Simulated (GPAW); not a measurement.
# Collinear magnetic orders of linear Cr chain, spacing 2.497 A with GPAW

A self-consistent run ends on one state, which hangs on the start. Several orders of linear Cr chain, spacing 2.497 A are started in GPAW and their energies compared.

Program: GPAW 26.7.0. Level of theory: RPBE; plane waves with GPAW's PAW setups, scalar-relativistic. Results are calculated unless marked as measured.

## 1. The structure

The cell holds 1 atom: 1 Cr. Cell: a = 12.000 Å, b = 12.000 Å, c = 2.497 Å, α = 90.0°, β = 90.0°, γ = 90.0°. model lattice. Vacuum lies along a and b. The structure's axis is c.

## 2. Order 1, typed as ferro +

Parallel moments need no larger cell; this start tests for a ferromagnetic state only.

Input file order1.py:

```python
import json
import numpy as np
from ase import Atoms
from ase.parallel import paropen, parprint
from gpaw import GPAW

atoms = Atoms(['Cr'],
    cell=[[12.0, 0.0, 0.0],
         [0.0, 12.0, 0.0],
         [0.0, 0.0, 2.497]],
    scaled_positions=[[0.5, 0.5, 0.0]],
    pbc=True,
    magmoms=[2.5])
atoms.calc = GPAW(mode={'name': 'pw', 'ecut': 660.0},
    xc='RPBE',
    kpts={'size': (1, 1, 12), 'gamma': True},
    occupations={'name': 'fermi-dirac', 'width': 0.1},
    convergence={'density': 1e-05, 'energy': 1e-05},
    maxiter=200,
    mixer={'name': 'pulay', 'beta': 0.02, 'nmaxold': 8, 'weight': 100},
    symmetry={'tolerance': 1e-4},
    txt='order1.txt')
e = atoms.get_potential_energy(force_consistent=True)
res = {'free_energy': e, 'energy_sigma0': atoms.get_potential_energy(), 'fermi_energy': atoms.calc.get_fermi_level()}
res['moments'] = atoms.get_magnetic_moments().tolist()
res['total'] = atoms.get_magnetic_moment()
parprint('site moments (muB):', np.round(res['moments'], 3))
parprint(f"total moment: {res['total']:.3f} muB")
parprint(f'free energy: {e:.6f} eV')
atoms.calc.write('order1.gpw')
with paropen('results.json', 'w') as f:
    json.dump(res, f)
```

Run with:

```
$ OMP_NUM_THREADS=1 python3 order1.py > order1.log
```

Numbers of over 12 decimals in the logs are rounded to 6 here.

Output:

```text
site moments (muB): [3.911]
total moment: 5.155 muB
free energy: -5.882870 eV

--- order1.txt ---
Input parameters:
  mode=PW(ecut=660.0),
  convergence={'density': 1e-05, 'energy': 1e-05},
  kpts=MonkhorstPack(size=(1, 1, 12), gamma=True),
  maxiter=200,
  mixer=Pulay(name='pulay', nmaxold=8, beta=0.02, weight=100, sigma=0.015, g_ss=None),
  occupations=Occupations(name='fermi-dirac', width=0.1),
  symmetry=Symmetry(tolerance=0.0001),
  xc=XC(name='RPBE')

Diagonalizing LCAO Hamiltonian
Converting LCAO to pw mode
        .----------------------------.
       /|                            |
      / |                            |
     /  .----------------------------.
    /  /                            /
   /  /                            /
  /  /                            /
 *  /              Cr            /
 | /                            /
 |/                            /
 *----------------------------*

Atoms  # Å, Bohr magnetons
|   | symbol |        x |        y |        z |    initial magnetic moments |
|---|--------|----------|----------|----------|-----------------------------|
| 0 |     Cr | 6.000000 | 6.000000 | 0.000000 | ( 0.0000,  0.0000,  2.5000) |

Unit cell  # Å
| periodic |         x |         y |        z |   lengths |    angles |
|----------|-----------|-----------|----------|-----------|-----------|
|      yes | 12.000000 |  0.000000 | 0.000000 | 12.000000 | 90.000000 |
|      yes |  0.000000 | 12.000000 | 0.000000 | 12.000000 | 90.000000 |
|      yes |  0.000000 |  0.000000 | 2.497000 |  2.497000 | 90.000000 |

Number of symmetries: 16

BZ-sampling:
  Number of BZ points: 12
  Number of IBZ points: 7

  Monkhorst-Pack size: [1, 1, 12]
  Monkhorst-Pack shift: [0.0, 0.0, 0.041667]

K-points  # in reciprocal-cell coordinates
|   |                                coordinates |     weight |
|---|--------------------------------------------|------------|
| 0 | (  0.00000000,   0.00000000,  -0.00000000) | 0.08333333 |
| 1 | (  0.00000000,   0.00000000,   0.08333333) | 0.16666667 |
| 2 | (  0.00000000,   0.00000000,   0.16666667) | 0.16666667 |
| 3 | (  0.00000000,   0.00000000,   0.25000000) | 0.16666667 |
| 4 | (  0.00000000,   0.00000000,   0.33333333) | 0.16666667 |
| 5 | (  0.00000000,   0.00000000,   0.41666667) | 0.16666667 |
| 6 | (  0.00000000,   0.00000000,   0.50000000) | 0.08333333 |

Plane wave coefficients: 13867
Cutoff: 660.0 eV

Spin-components: 2 (collinear spins)
Bands:           9
Projectors:      6
Spin-degeneracy: 1
Datatype:        complex128

Parallelization:
  kpt:    1
  domain: 1
  band:   1

Density:
  Valence electrons: 6.0
  Components: 2
  Grid points: [72 72 15]
  Charge: 0.0  # |e|

Potential:
  Grid points: [72 72 15]

species:
  Cr:
    name:    Chromium
    Z:       24.0
    valence: 6
    core:    18
    charge:  0.0  # [|e|]
    compensation charges:
      type: gauss
      rc: 0.35  # [Å]
      lmax: 2
    cutoffs:
      filter: 2.14  # [Å]
      core: 3.04  # [Å]
    projectors
    | kind |    occ | energy [eV] | rcut [Å] |
    |------|--------|-------------|----------|
    |   4s |  1.000 |      -3.921 |    1.164 |
    |   4p |  0.000 |      -0.991 |    1.217 |
    |   3d |  5.000 |      -2.846 |    1.111 |
    |    s |        |      23.290 |    1.164 |
    |    p |        |      26.221 |    1.217 |
    |    d |        |      24.365 |    1.111 |

    Using partial waves for Cr as LCAO basis

Reference energy: -28587.401651  # eV

eigensolver:
  PPCG
  Converge bands: occupied
  niter=2

density mixing:
  Pulay-Mixer
  Linear mixing parameters: 0.02
  Old densities: 8
  Fourier metric: weight=100, sigma=0.015

occupation numbers:
  Fermi-Dirac:
    width: 0.1000  # eV

poisson solver:
  ecut: 5280.0  # eV

xc functional:
  name: RPBE with 2 nearest neighbor stencil

convergence criteria:
- Maximum integral of absolute [dens]ity change: 1e-05 electrons / valence electron
- Maximum [total energy] change in last 3 cyles: 1e-05 eV / valence electron
- Maximum integral of absolute [eigenst]ate change: 4e-08 eV^2 / valence electron
maximum number of iterations: 200

SCF iterations
|iter     |      energy | eigst |  dens |  magmom |
|---------|-------------|-------|-------|---------|
|iter:   1|       0s |   -6.452436 | +0.45 |       |  +2.4957|
|iter:   2|       1s |   -6.200137 | -1.42 | -0.19 |  +2.5252|
|iter:   3|       2s |   -5.090281 | -0.14 | -0.21 |  +2.8727|
|iter:   4|       2s |   -5.057752 | -1.41 | -0.55 |  +2.8557|
|iter:   5|       3s |   -4.919336 | -2.20 | -0.56 |  +2.6205|
|iter:   6|       4s |   -5.865424 | -0.83 | -0.51 |  +4.4203|
|iter:   7|       5s |   -5.709583 | -0.84 | -0.67 |  +3.9956|
|iter:   8|       5s |   -5.715361 | -1.81 | -0.67 |  +3.8771|
|iter:   9|       6s |   -5.748969 | -3.23 | -0.61 |  +3.9377|
|iter:  10|       7s |   -5.849050 | -0.97 | -0.62 |  +4.8243|
[... 24 iterations left out ...]
|iter:  35|      23s |   -5.870858c| -8.47c| -4.30 |  +5.1553|
|iter:  36|      23s |   -5.870859c| -8.08c| -4.29 |  +5.1553|
|iter:  37|      24s |   -5.870859c| -8.58c| -4.35 |  +5.1553|
|iter:  38|      24s |   -5.870858c| -7.41c| -4.36 |  +5.1554|
|iter:  39|      25s |   -5.870858c| -7.39 | -4.35 |  +5.1553|
|iter:  40|      25s |   -5.870858c| -8.11c| -4.88 |  +5.1553|
|iter:  41|      26s |   -5.870858c| -9.05c| -4.88 |  +5.1553|
|iter:  42|      26s |   -5.870858c| -9.08c| -4.92 |  +5.1553|
|iter:  43|      27s |   -5.870858c| -8.50c| -4.97 |  +5.1553|
|iter:  44|      27s |   -5.870858c| -8.64c| -5.12c|  +5.1553|

Converged in 44 steps
Energy contributions relative to reference atoms: (reference = -28587.401651)

Energy contributions:
  Kinetic:           7.754537
  Coulomb:          -7.613513
  Zero:              0.018790
  External:          0.000000
  Xc:               -6.018661
  Entropy:          -0.024023
  Spinorbit:         0.000000
  ----------------------------
  Free energy:      -5.882870
  Extrapolated:     -5.870858

dipole moment: (0.000065, 0.000065, -5.894094)  # |e|*Ang

Total magnetic moment: (0.000000, 0.000000, 5.155342)

Local magnetic moments
|        x |        y |        z |
|----------|----------|----------|
| 0.000000 | 0.000000 | 3.911081 |  # Cr   0

Fermi level: -3.077
Eigenvalues  # (at kpt = [0.000, 0.000, -0.000])
| band index |      eig [eV] | occ [0-1] |      eig [eV] | occ [0-1] |
|------------|---------------|-----------|---------------|-----------|
|          0 |        -7.182 |     1.000 |        -4.702 |     1.000 |
|          1 |        -5.065 |     1.000 |        -2.097 |     0.000 |
|          2 |        -4.428 |     1.000 |        -0.848 |     0.000 |
|          3 |        -4.428 |     1.000 |        -0.848 |     0.000 |
|          4 |        -2.920 |     0.173 |        -0.839 |     0.000 |
|          5 |        -2.920 |     0.173 |        -0.832 |     0.000 |
|          6 |        -2.218 |     0.000 |         0.367 |     0.000 |
|          7 |        -2.218 |     0.000 |         1.032 |     0.000 |
|          8 |         0.005 |     0.000 |         1.032 |     0.000 |

No gap
No difference between direct/indirect transitions
```

Run time: 30 s. Hardware: 1 MPI rank of AMD EPYC 9R45, shared host; peak memory 0.35 GiB.

Numbers from this step:

| Quantity | Value |
| --- | --- |
| magnetization | 5.155 μB |
| final state | ferromagnetic |
| largest moment | 3.911 μB |

After 44 cycles the largest moment stands at 3.91 μB.

(Continued in part 2 of 2.)

[Logs and program files are shortened in this print: banners, set-up blocks, solver, clock and traceback lines can be left out without a mark of their own.]

[Logs are printed without paths, hosts, clocks, repeated set-up lines and the standing remarks that a program may print on its own settings, such as how far it seeks lower states.]

[Hosts, paths, dates, database ids (printed as entryN), source tags and the programs' standing remarks are cut or masked in the printed files.]

[Where a cell is said to come from a database of computed structures, the database is the Materials Project.]
